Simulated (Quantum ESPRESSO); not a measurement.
Runs of Quantum ESPRESSO 7.5 on NaH. The typed cell holds 2 atoms: a = 2.955 Å, b = 2.955 Å, c = 2.955 Å, α = 90.00°, β = 90.00°, γ = 90.00°. The cell comes from a database or a generator and needn't be the stable form of this composition.

```tsv
task	level	potentials or basis	cell	k mesh	cutoff (eV)	smearing	most ionic steps	forc conv thr	etot conv thr	ion dynamics	other keys	gap on the mesh (eV)	pressure (GPa)	largest force (eV/Å)
single point	PBE	SSSP 1.3 efficiency PBE	as given	9 × 9 × 9	816	fermi-dirac 0.05 eV	-	-	-	-	-	1.50	0.4	0.04
single point	WC+D2	JTH 2.0 PBE	as given	9 × 9 × 9	544	fermi-dirac 0.2 eV	-	-	-	-	diagonalization = cg	1.39	(b)	0.04
relaxation of the atoms	revPBE+D3(BJ)	Ansatz NC SR PBE	atoms relaxed	6 × 6 × 6	1197	fermi-dirac 0.2 eV	40	0.0004 Ry/bohr	1e-05 Ry	bfgs	-	(a)	-	-
single point	B86bPBE	PseudoDojo 0.4.1 SR PBE standard	as given	9 × 9 × 9	1197	fermi-dirac 0.2 eV	-	-	-	-	-	1.58	0.5	0.04
```

Alike in all rows: no spin polarisation.

Question: Fill in the values left out.

Answer: (a) 1.27; (b) -6.2.

Caveats: an odd mesh through Γ misses points on the zone boundary, where band edges often lie (some runs); the potentials were made for another functional, which shifts forces and pressure (some runs); D2 keeps the scale fitted for PBE (some runs); the cutoff is low for these files, which shifts pressure and relaxed volume (some runs).
